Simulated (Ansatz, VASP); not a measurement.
One calculation of Na, two programs

```xyz
1
Lattice="-2.0036 2.0036 2.0036 2.0036 -2.0036 2.0036 2.0036 2.0036 -2.0036" Properties=species:S:1:pos:R:3 pbc="T T T"
Na    0.0000    0.0000    0.0000
```

Alike in both runs: functional PBE; k mesh 14 × 14 × 14; occupations fermi-dirac, width 0.08 eV; no spin polarisation.

Ansatz relaxed the structure, and its values are those at the end. VASP's run is a single point on that final structure, the one shown.

```csv
,VASP,Ansatz
version,VASP 6.6.1,Ansatz 0.2.0
potentials or method,"VASP PAW PBE potentials, release 64 (Na_pv)","PAW with Ansatz's default frozen-core files, scalar-relativistic"
plane-wave cutoff (eV),520,420
valence electrons in the cell,7,9
```

|  | VASP | Ansatz | Ansatz less VASP |
| --- | --- | --- | --- |
| pressure (GPa) | 1.4 | 1.4 | +0.04 |

The two sets of potentials don't hold the same shells in valence.
